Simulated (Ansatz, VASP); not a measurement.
Two plane-wave programs on SnSe

```
CELL_PARAMETERS angstrom
0.00000 3.01000 3.01000
3.01000 0.00000 3.01000
3.01000 3.01000 0.00000
ATOMIC_POSITIONS crystal
Sn 0.00000 0.00000 0.00000
Se 0.50000 0.50000 0.50000
```

Measurements of this composition are mostly on another form, of space group No. 62.

Alike in both runs: task single point; functional r2SCAN; k mesh 10 × 10 × 10; occupations gaussian, width 0.05 eV; no spin polarisation.

|  | VASP | Ansatz |
| --- | --- | --- |
| version | VASP 6.6.1 | Ansatz 0.2.0 |
| potentials or method | VASP PAW PBE potentials, release 64 (Sn_d, Se) | scalar-relativistic, plane waves, PAW |
| plane-wave cutoff (eV) | 520 | 500 |
| valence electrons in the cell | 20 | 30 |

Ansatz gave:

| Quantity | Value |
| --- | --- |
| gap on the k mesh at the Fermi level (eV) | 0.46 |
| least direct gap on the mesh (eV) | 0.46 |
| pressure (GPa) | 0.0 |

Task: Which values does VASP return?

Result: gap on the k mesh at the Fermi level (eV): 0.45; least direct gap on the mesh (eV): 0.45; pressure (GPa): 0.0.

The functional is the same, so the differences come from potentials, cutoffs and numerics. The two sets of potentials don't hold the same shells in valence.

Caveats: the PAW data sets were made with another functional, which shifts forces and pressure a little (VASP); spin-orbit coupling is left out, which moves the levels of the heavy elements. A k mesh can miss the band edges.
